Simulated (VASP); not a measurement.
Crystal: BN.

```xyz
2
Lattice="1.2511 0.7223 3.3729 -1.2511 0.7223 3.3729 0.0000 -1.4447 3.3729" Properties=species:S:1:pos:R:3 pbc="T T T"
B     0.0000    0.0000   10.1155
N     0.0000    0.0000    3.3672
```

The cell is a database's computed one.

```yaml
Program: VASP 6.6.1
Task: relaxation of cell and atoms
Functional: PBEsol
Dispersion: D3(BJ)
Potentials_or_basis: VASP PAW PBE potentials, release 64 (B, N)
Cutoff: 600 eV
k_mesh: 12 × 12 × 12
Occupations: gaussian, width 0.02 eV
Spin: no spin polarisation
```

At the start: pressure -0.9 GPa; volume 9.14 Å³/atom.

Task: Where does the relaxation end?

Result: Over 24 steps the energy falls by 3.4 meV/atom and the volume is 8.55 Å³/atom (-6.5 %); space group R3m (No. 160, to 0.05 Å).

Step by step:
| step | energy change (eV) | largest force (eV/Å) | pressure (GPa) | volume (Å³) |
| --- | --- | --- | --- | --- |
| 1 | 0.0000 | 0.0027 | -0.88 | 18.29 |
| 2 | -0.0007 | 0.0020 | 0.24 | 18.16 |
| 3 | -0.0008 | 0.0035 | 0.57 | 18.11 |
| 4 | -0.0011 | 0.0046 | 0.51 | 18.09 |
| 5 | -0.0020 | 0.0078 | 0.32 | 18.00 |
| 6 | -0.0037 | 0.0148 | -0.05 | 17.84 |
| 7 | -0.0058 | 0.0299 | -0.83 | 17.51 |
| 8 | -0.0042 | 0.0685 | -2.24 | 16.85 |
| 9 | -0.0063 | 0.0398 | -1.25 | 17.32 |
| 10 | -0.0067 | 0.0302 | -0.33 | 17.16 |
| 11 | -0.0067 | 0.0287 | -0.23 | 17.14 |
| 12 | -0.0067 | 0.0260 | 0.06 | 17.09 |
| 13 | -0.0067 | 0.0268 | -0.05 | 17.10 |
| 14 | -0.0067 | 0.0266 | -0.02 | 17.10 |
| 15 | -0.0067 | 0.0263 | 0.01 | 17.09 |
| 16 | -0.0068 | 0.0156 | -0.01 | 17.10 |
| 17 | -0.0068 | 0.0029 | -0.03 | 17.10 |
| 18 | -0.0068 | 0.0010 | -0.04 | 17.10 |
| 19 | -0.0068 | 0.0007 | -0.04 | 17.10 |
| 20 | -0.0068 | 0.0001 | -0.03 | 17.10 |
| 21 | -0.0068 | 0.0005 | 0.03 | 17.10 |
| 22 | -0.0068 | 0.0008 | 0.07 | 17.10 |
| 23 | -0.0068 | 0.0006 | 0.04 | 17.10 |
| 24 | -0.0068 | 0.0005 | 0.03 | 17.10 |

Final structure:
```xyz
2
Lattice="1.2503 0.7219 3.1577 -1.2503 0.7219 3.1577 0.0000 -1.4437 3.1577" Properties=species:S:1:pos:R:3 pbc="T T T"
B     0.0000    0.0000    9.4711
N     0.0000    0.0000    3.1509
```

Caveat: the PAW data sets were made with another functional, which shifts forces and pressure a little.
